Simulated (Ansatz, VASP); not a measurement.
# Si4O7 (a cell with a defect) in VASP and in Ansatz

```xyz
11
Lattice="0.0000 4.1549 -2.6614 0.0000 -4.1549 -2.6614 -4.1549 0.0000 2.6614" Properties=species:S:1:pos:R:3 pbc="T T T"
Si   -2.0774   -2.0774   -1.3307
Si   -2.0774    2.0774   -1.3307
Si   -4.1549    0.0000    2.6614
Si   -4.1549    0.0000    0.0000
O    -1.2696    2.8853   -2.6614
O    -3.3470   -0.8079   -1.3307
O    -3.3470   -0.8079    1.3307
O    -2.8853   -2.8853    0.0000
O    -2.0774    2.0774    0.0000
O    -0.8079    0.8079   -3.9922
O    -0.8079    0.8079   -1.3307
```

Change from the starting cell: O vacancy; atom 9 moved 0.500 of the way to it and +0.000 Å across, host rigid.

Alike in both runs: task single point; functional LDA; k mesh 6 × 6 × 6; occupations gaussian, width 0.05 eV; no spin polarisation.

|  | VASP | Ansatz |
| --- | --- | --- |
| version | VASP 6.6.1 | Ansatz 0.2.0 |
| potentials or method | VASP PAW LDA potentials, release 64 (Si, O) | scalar-relativistic, plane waves, PAW |
| plane-wave cutoff (eV) | 520 | 420 |
| valence electrons in the cell | 58 | 58 |

```tsv
	VASP	Ansatz	Ansatz less VASP
gap on the k mesh at the Fermi level (eV)	none	none	-
rms of the force components (eV/Å)	5.153	5.315	+0.1618
```

Atom by atom the forces differ by 0.163 eV/Å (rms over components). A gap of «none» marks a metal or a gap that the smearing closes. Ansatz warned: «pseudo_functional_mismatch».
